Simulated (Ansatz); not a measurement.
# MgO (F-43m) in Ansatz: reference runs

Reference runs on MgO: the cell as given and a disturbed copy.

Program: Ansatz 0.2.0. These are calculated values, not measurements. Logs are shortened: lines on timing, memory, paths and dates and some standing lists are left out, and cuts for length are marked.

## Step 1: The structure

It takes space group F-43m (No. 216, cubic). Conventional cell: a = 4.612 Å, b = 4.612 Å, c = 4.612 Å, α = 90.00°, β = 90.00°, γ = 90.00°. Mg (site symmetry -43m) is surrounded by 4 O at 2.00 Å. O (site symmetry -43m) is surrounded by 4 Mg at 2.00 Å.

The cell was built by a generator and needn't be a form met in nature.

## Step 2: Single point, PBE

Contents of input.yaml:

```yaml
crystal:
  lattice:
    - [0.0, 2.30616, 2.30616]
    - [2.30616, 0.0, 2.30616]
    - [2.30616, 2.30616, 0.0]
  atoms:
    - { symbol: Mg, position: [0.5, 0.5, 0.5] }
    - { symbol: O, position: [0.75, 0.75, 0.75] }
hamiltonian:
  xc: pbe
  pseudopotentials: { kind: paw }
kpoints:
  mp_grid: { grid: [10, 10, 10] }
scf:
  occupations: { method: fermi_dirac, width: 0.05 }
output:
  forces: true
  stress: true
  eigenvalues: true
```

Potentials or basis: Ansatz PAW.

Launch:

```sh
> ansatz run input.yaml --threads 2 --pin off --max-ram 5632MiB --backend cpu --events-out ev --progress --plain --runs-dir out
```

The program printed:

```text
Warning: RAYON_NUM_THREADS=2 ignored (pool sized by the plan → 2); use --threads N
Engine: ansatz 0.2.0, x86_64-unknown-linux-gnu
Pseudopotentials: kind: paw
Pseudopotential: Mg, paw, valence charge 10, recommended cutoff 420 eV (normal), Mg.paw.azcp
Pseudopotential: O, paw, valence charge 6, recommended cutoff 420 eV (normal), O.paw.azcp
Functional definition: PBE
  parameter kappa = 0.804
  parameter beta = 0.06672455060314922
  exchange = pbe_x(kappa = kappa, mu = beta*pi^2/3)
  correlation = pbe_c(beta = beta)
Crystal: 2 atoms, lattice volume = 24.530 Å³
Basis set: ecut = 420 eV, 531 PW (Γ), exchange–correlation on 48×48×48 points (8 copies of the dense FFT grid, shifted against one another)
Bands: 12, of which v1, the nominal top of the filled ones, is band 8 counted from 1 (7 counted from 0)
Symmetry: 24 space group operations
Space group: F-43m (ITA 216), of the structure as read, at distance tolerance 2.9e-5 Å
k-points: 47 of 1000 (time reversal used)
Non-local potential: Mg, projectors of the file, l = 0: 3, l = 1: 2, l = 2: 1
Non-local potential: O, projectors of the file, l = 0: 2, l = 1: 2, l = 2: 1
PAW form: soft (Blöchl's): semilocal exchange-correlation on the pseudo side does not see the compensation charge
PAW one-centre angular grid: Mg, 110 points (default); XC on 64 Gauss nodes
PAW one-centre angular grid: O, 110 points (default); XC on 64 Gauss nodes
Initial density: superposition of atomic densities (neutral atoms: chi_scale 0, normalization atom), corrected by the library's trained network
Initial wavefunctions: pseudopotential atomic-orbital guess
Functional: x = pbe(κ = 0.804, μ = 0.2195149727645171), c = pbe(β = 0.06672455060314922)
SCF iter   1: F=—  HF=-2493.937814 eV  |F-HF|=—  |Δ(HF+E_count)|=         —  Δρ=1.32e-3  dr2=4.00e-4  ethr=1.77e-3  ⟨swp⟩=6.0  Hψ=3479  notcnv=0
preconditioner: auto → none  [insulator: Δε(μ)=3.468 eV  Ē_g=16.499 eV  σ=0.050 eV  W_gap=1.00  n_scr=8 (ndim 8)  ℏωp=21.2 eV  f_vac=0.011  D(μ)=0.00/eV (n_scr^D=0)  ε∞_Penn≈2.7]
SCF iter   2: F=—  HF=-2493.937667 eV  |F-HF|=—  |Δ(HF+E_count)|=   1.47e-4  Δρ=8.70e-4  dr2=1.10e-4  ethr=2.50e-6  ⟨swp⟩=2.1  Hψ=1160  notcnv=0
SCF iter   3: F=—  HF=-2493.937642 eV  |F-HF|=—  |Δ(HF+E_count)|=   2.53e-5  Δρ=2.73e-4  dr2=1.22e-5  ethr=6.85e-7  ⟨swp⟩=2.0  Hψ=715  notcnv=0
SCF iter   4: F=—  HF=-2493.937707 eV  |F-HF|=—  |Δ(HF+E_count)|=   6.53e-5  Δρ=4.68e-5  dr2=2.53e-7  ethr=7.63e-8  ⟨swp⟩=2.1  Hψ=897  notcnv=0
iter 5 did not close the SCF: its close was put off for the readings that it lacked (scf_convergence_deferred on its scf_iter line)
SCF iter   5: F=-2493.937707 eV  HF=-2493.937707 eV  |F-HF|=1.78e-8  |Δ(HF+E_count)|=   2.71e-7  Δρ=1.46e-5  dr2=2.48e-8  ethr=1.58e-9  ⟨swp⟩=2.2  Hψ=921  notcnv=0
SCF iter   6: F=-2493.937707 eV  HF=-2493.937707 eV  |F-HF|=2.24e-9  |Δ(HF+E_count)|=   3.02e-9  Δρ=3.75e-6  dr2=1.39e-9  ethr=1.55e-10  ⟨swp⟩=2.0  Hψ=1883  notcnv=0
SCF 1 converged in 6 iterations: F = -2493.937707 eV  dr2 = 1.39e-9
SCF converged after 6 iterations
Free energy (F): -2493.937707 eV
Harris-Foulkes:  -2493.937707 eV  (|F-HF|=2.24e-9)
Internal energy: -2493.937707 eV  (E = F + TS)
E sigma→0 (E₀):  -2493.937707 eV
Fermi energy:    6.243875 eV
--- Per-component energies (eV) ---
  E_band       = -340.562185
  E_kinetic    = 253.468905
  E_local      = -1884.090148  (includes V_loc(G=0)·N_el)
  E_nonlocal   = 143.019978
  E_hartree    = 671.436974
  E_xc         = -104.304988
  E_vxc        = -133.542237  (∫ρ·V_xc dr)
  E_paw        = -449.905763  (= ΣΔE_a)
  E_vpaw       = -62.296698  (= ΣTr[D̂ρ^β])
  E_aug_tail   = 0.002491  (compensation charges beyond the density's cutoff)
  E_ewald      = -1123.565155
  E_smearing   = -0.000000  (= −TS)
  E_closure    = -0.000000  (closes the sum)
  Σ components = -2493.937707   (vs F -2493.937707, Δ=0.00e0)
--- Forces (eV/Å), atoms counted from 1 ---
  atom   1  Mg     0.00000000    -0.00000000     0.00000000
  atom   2  O     -0.00000000     0.00000000    -0.00000000
  max |Σ_I F_I| component: 2.04e-16 eV/Å
--- Stress (GPa, compression-positive) ---
        0.007122      -0.000000      -0.000000
        0.000000       0.007122       0.000000
        0.000000       0.000000       0.007122
  P = ⅓ Tr σ = 0.0071 GPa (0.071 kbar)
--- Band table (eV; the first three rows and the last of 47) ---
  k-point 0: bands = ["-67.2719", "-34.0164", "-34.0164", "-34.0164", "-11.4048", "4.4000", "4.4000", "4.4000", "7.8823", "20.9043", "20.9043", "20.9043"]
  k-point 1: bands = ["-67.2716", "-34.0199", "-34.0169", "-34.0169", "-11.3472", "3.9360", "4.3831", "4.3831", "8.4335", "20.0138", "20.8939", "20.8939"]
  k-point 2: bands = ["-67.2710", "-34.0292", "-34.0182", "-34.0182", "-11.1926", "3.0480", "4.3370", "4.3370", "9.5777", "18.2532", "20.3846", "20.3846"]
  k-point 46: bands = ["-67.2684", "-34.0469", "-34.0354", "-34.0293", "-10.5649", "2.4927", "3.0299", "3.4178", "11.8488", "15.8009", "17.8957", "18.2517"]
```

Wall time 2.2 s (2 threads of Intel Xeon at 2.50GHz (Skylake/Cascade Lake), shared host); peak memory 0.3 GiB.

What came out:

- Free energy: -2493.9377 eV
- Pressure: 0.0 GPa
- Band gap on the k mesh: 3.48 eV, direct

Caveat: the pressure holds a Pulay correction of +0.5 GPa for the finite cutoff.

## Step 3: Single point, PBE (atoms moved at random, drawn with an rms of 0.05 Å)

input.yaml: that of step 2 with these lines changed.

```diff
@@ -6,4 +6,4 @@
   atoms:
-    - { symbol: Mg, position: [0.5, 0.5, 0.5] }
-    - { symbol: O, position: [0.75, 0.75, 0.75] }
+    - { symbol: Mg, position: [0.500797, 0.476609, 0.519172] }
+    - { symbol: O, position: [0.749885, 0.748349, 0.752053] }
 hamiltonian:
@@ -19 +19,5 @@
   eigenvalues: true
+  write_density: true
+  write_potential: true
+  elf: true
+  volumetric_format: npy
```

Potentials or basis: Ansatz PAW.

Launch:

```sh
> ansatz run input.yaml --threads 2 --pin off --max-ram 5632MiB --backend cpu --events-out ev --progress --plain --runs-dir out
```

Run time: 16 s. Hardware: 2 threads of Intel Xeon at 2.50GHz (Skylake/Cascade Lake), shared host; peak memory 0.48 GiB.

It converged, with:

| Item | Value |
| --- | --- |
| Free energy | -2493.9199 eV |
| Pressure | 0.3 GPa |
| Largest force | 0.572 eV/Å |
| Band gap on the k mesh | 3.41 eV, direct |

Forces on the atoms (eV/Å):
```
Mg   0.161 -0.362  0.412
O   -0.161  0.362 -0.412
```

Stress tensor (GPa, compression positive):
```
 0.45 -2.18  1.91
-2.18  0.28 -0.80
 1.91 -0.80  0.22
```

Levels at points of the mesh, in eV from the valence-band top:
```tsv
k point	band 5	band 6	band 7	band 8	band 9	band 10	band 11	band 12
(0.00, 0.00, 0.00)	-15.87	-0.15	-0.06	0.00	3.41	16.42	16.43	16.44
(0.00, 0.00, -0.50)	-15.24	-2.99	-0.31	-0.25	8.58	9.39	14.33	14.38
(0.00, -0.50, 0.00)	-15.22	-3.03	-0.22	-0.18	8.42	9.38	14.32	14.35
(0.00, -0.50, -0.50)	-15.04	-2.51	-0.79	-0.77	6.14	11.32	13.58	16.26
(-0.50, 0.00, 0.00)	-15.23	-3.01	-0.29	-0.21	8.51	9.39	14.32	14.38
(-0.50, 0.00, -0.50)	-15.04	-2.51	-0.82	-0.75	6.14	11.33	13.59	16.24
(-0.50, -0.50, 0.00)	-15.04	-2.51	-0.83	-0.74	6.14	11.33	13.59	16.23
(-0.50, -0.50, -0.50)	-15.23	-3.00	-0.30	-0.21	8.52	9.39	14.32	14.38
```

Caveat: the pressure holds a Pulay correction of +0.5 GPa for the finite cutoff.
